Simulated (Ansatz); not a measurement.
Crystal: Yb.

```
CELL_PARAMETERS angstrom
0.02093 2.77417 2.73999
2.74894 0.03960 2.72132
2.77250 2.77907 0.01604
ATOMIC_POSITIONS crystal
Yb 0.02466 0.00011 0.98563
```

The cell isn't the ideal one: cell strained at random at fixed volume.

* Program: Ansatz 0.2.0
* Task: relaxation of cell and atoms
* Functional: PBE
* Potentials or basis: all-electron LAPW, scalar-relativistic
* Basis error allowed: 0.001 eV/atom
* k mesh: 6 × 6 × 6
* Occupations: fermi-dirac, width 0.025 eV
* Spin: collinear spin, ferromagnetic start
* Starting moments: [1.0] μB
* Fixed moment: 1 μB

At the start: volume 41.28 Å³/atom.

Problem. Where does the relaxation end?

Solution. Over 5 steps the energy falls by 44.8 meV/atom and the volume is 35.88 Å³/atom (-13.1 %); space group Fm-3m (No. 225, to 0.05 Å).

The path:
| step | energy change (eV) | largest force (eV/Å) | volume (Å³) |
| --- | --- | --- | --- |
| 1 | 0.0000 | 0.0000 | 41.28 |
| 2 | -0.0289 | 0.0000 | 38.93 |
| 3 | -0.0432 | 0.0000 | 34.98 |
| 4 | -0.0448 | 0.0000 | 35.88 |
| 5 | -0.0448 | 0.0000 | 35.88 |

Final structure:
```yaml
crystal:
  lattice:
    - [-0.00002, 2.62214, 2.61167]
    - [2.62010, -0.00007, 2.61181]
    - [2.61989, 2.62202, 0.00006]
  atoms:
    - { symbol: Yb, position: [0.02466, 0.00011, 0.98563] }
```

Caveat: the k mesh is thin for a metal, which can move the energy by tens of meV per atom; an open f shell can end in a state above the lowest; the total moment is fixed, so each spin has its own Fermi level.
